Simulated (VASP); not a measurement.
# Settings for PbO: band structure

PbO, P4/nmm (no. 129), 4 atoms in the cell. RSCAN; PAW potentials Pb_d, O (PBE set). VASP 6.6.1.

Wanted: band energies at the path's corners within 0.1 eV; smallest gap over path and mesh within 0.05 eV.

What the run is for: bands; Accuracy asked: screening; Route: KPOINTS_OPT.

Band energies at the path's corners: counted from the valence top.

POSCAR:
```
PbO
1.0
    3.9900000000      0.0000000000      0.0000000000
    0.0000000000      3.9900000000      0.0000000000
    0.0000000000      0.0000000000      5.0100000000
Pb O
2 2
Direct
    0.5000000000      0.0000000000      0.7600000000
    0.0000000000      0.5000000000      0.2400000000
    0.5000000000      0.5000000000      0.0000000000
    0.0000000000      0.0000000000      0.0000000000
```

The series start from Plane-wave cutoff (eV): 460; k-point mesh: 5 × 5 × 4; k points a path segment: 12; Electronic threshold (eV): 1e-6; Precision mode (PREC): Accurate; Bands in all (NBANDS): 34; Aspherical gradient terms in the spheres (LASPH): yes. Each series keeps the choices made before it, and each single choice may use up half of a tolerance.

## Plane-wave cutoff (eV)

| Plane-wave cutoff (eV) | Band energies at the path's corners, largest deviation (eV) | Smallest gap over path and mesh (eV) | Time (s) |
|---|---|---|---|
| 320 | 0.04 | 1.450 | 55 |
| 400 | 0.01 | 1.435 | 119 |
| 460 | 0.00 | 1.433 | 159 |
| 520 | 0.00 | 1.433 | 164 |
| 640 (reference) | 0.00 | 1.434 | 180 |

Chosen: 320, the loosest value from which every tighter one stays within half of the tolerance.

## k-point mesh

| k-point mesh | Band energies at the path's corners, largest deviation (eV) | Smallest gap over path and mesh (eV) | Time (s) |
|---|---|---|---|
| 2 × 2 × 2 | 0.03 | 1.430 | 65 |
| 3 × 3 × 2 | 0.01 | 1.457 | 62 |
| 3 × 3 × 3 | 0.01 | 1.459 | 59 |
| 4 × 4 × 3 | 0.00 | 1.450 | 64 |
| 5 × 5 × 4 | 0.00 | 1.450 | 55 |
| 6 × 6 × 5 | 0.00 | 1.450 | 85 |
| 7 × 7 × 6 (reference) | 0.00 | 1.450 | 93 |

Chosen: 2 × 2 × 2.

## Electronic threshold (eV)

| Electronic threshold (eV) | Band energies at the path's corners, largest deviation (eV) | Smallest gap over path and mesh (eV) | Time (s) |
|---|---|---|---|
| 0.001 | 0.00 | 1.434 | 28 |
| 0.0001 | 0.00 | 1.435 | 31 |
| 1e-5 | 0.00 | 1.435 | 30 |
| 1e-6 | 0.00 | 1.435 | 32 |
| 1e-7 (reference) | 0.00 | 1.435 | 34 |

Chosen: 0.001.

## Precision mode (PREC)

| Precision mode (PREC) | Band energies at the path's corners, largest deviation (eV) | Smallest gap over path and mesh (eV) | Time (s) |
|---|---|---|---|
| SingleN | 0.03 | 1.407 | 23 |
| Normal | 0.00 | 1.430 | 22 |
| Accurate (reference) | 0.00 | 1.434 | 28 |

Chosen: Normal.

## Bands in all (NBANDS)

| Bands in all (NBANDS) | Band energies at the path's corners, largest deviation (eV) | Smallest gap over path and mesh (eV) | Time (s) |
|---|---|---|---|
| 22 | 0.05 | 1.431 | 17 |
| 23 | 0.00 | 1.429 | 17 |
| 24 | 0.00 | 1.429 | 16 |
| 26 | 0.00 | 1.427 | 17 |
| 34 | 0.00 | 1.430 | 22 |
| 44 (reference) | 0.00 | 1.428 | 25 |

Chosen: 23.

## Aspherical gradient terms in the spheres (LASPH)

| Aspherical gradient terms in the spheres (LASPH) | Band energies at the path's corners, largest deviation (eV) | Smallest gap over path and mesh (eV) | Time (s) |
|---|---|---|---|
| no | 0.02 | 1.415 | 9.1 |
| yes (reference) | 0.00 | 1.429 | 17 |

Chosen: no.

Also changed on the way, by series that aren't shown: k points a path segment: 5.

## All choices together

| Input | Band energies at the path's corners, largest deviation (eV) | Smallest gap over path and mesh (eV) | Time (s) |
|---|---|---|---|
| the program's defaults (naive) | 0.02 | 1.419 | 60 |
| chosen settings | 0.06 | 1.415 | 9.1 |
| reference settings throughout | 0.00 | 1.434 | 652 |

The tolerance is met.

## The input

INCAR:
```
SYSTEM = PbO
METAGGA  = RSCAN          ! meta-GGA
ISMEAR   = 0              ! smearing method
SIGMA    = 0.03           ! smearing width, eV
LWAVE    = .FALSE.        ! write WAVECAR
LCHARG   = .FALSE.        ! write CHGCAR
NBANDS   = 23             ! bands
PREC     = Normal         ! precision mode
LASPH    = .FALSE.        ! aspherical terms in the spheres
LREAL    = .FALSE.        ! projectors in reciprocal space
ALGO     = Normal         ! electronic algorithm
EDIFF    = 0.001          ! SCF threshold, eV
NELM     = 120            ! most SCF steps
GGA_COMPAT= .FALSE.      
ENCUT    = 320            ! plane-wave cutoff, eV
EFERMI   = MIDGAP       
LMIXTAU  = .TRUE.        
```

KPOINTS:
```
Automatic mesh
0
Gamma
  2 2 2
  0 0 0
```

KPOINTS_OPT:
```
path GXMGZRAZ,XR,MA
5
line-mode
reciprocal
 0.0000000000  0.0000000000  0.0000000000  G
 0.0000000000  0.5000000000  0.0000000000  X

 0.0000000000  0.5000000000  0.0000000000  X
 0.5000000000  0.5000000000  0.0000000000  M

 0.5000000000  0.5000000000  0.0000000000  M
 0.0000000000  0.0000000000  0.0000000000  G

 0.0000000000  0.0000000000  0.0000000000  G
 0.0000000000  0.0000000000  0.5000000000  Z

 0.0000000000  0.0000000000  0.5000000000  Z
 0.0000000000  0.5000000000  0.5000000000  R

 0.0000000000  0.5000000000  0.5000000000  R
 0.5000000000  0.5000000000  0.5000000000  A

 0.5000000000  0.5000000000  0.5000000000  A
 0.0000000000  0.0000000000  0.5000000000  Z

 0.0000000000  0.5000000000  0.0000000000  X
 0.0000000000  0.5000000000  0.5000000000  R

 0.5000000000  0.5000000000  0.0000000000  M
 0.5000000000  0.5000000000  0.5000000000  A
```

Commands:
```
cat potpaw_PBE.64/Pb_d/POTCAR potpaw_PBE.64/O/POTCAR > POTCAR
mpirun -np 2 vasp_std > vasp.out
```

The naive input happens to agree within the tolerance here, in 60 s.

Limits: rSCAN gaps are mostly well below measured ones; spin-orbit coupling is off, though it shifts bands of the heavy elements by a tenth of an eV or more.

The chosen input took VASP 6.6.1 9.1 s on 2 cores (Intel Xeon 6975P-C (Granite Rapids)), a shared host.

## An input that fails: fixed density asked without a density file

VASP's message: ERROR: charge density could not be read from file CHGCAR for ICHARG>10.

Changes against the starting input:
```
- NELM = 120
+ NELM = 100
+ ICHARG = 11
```
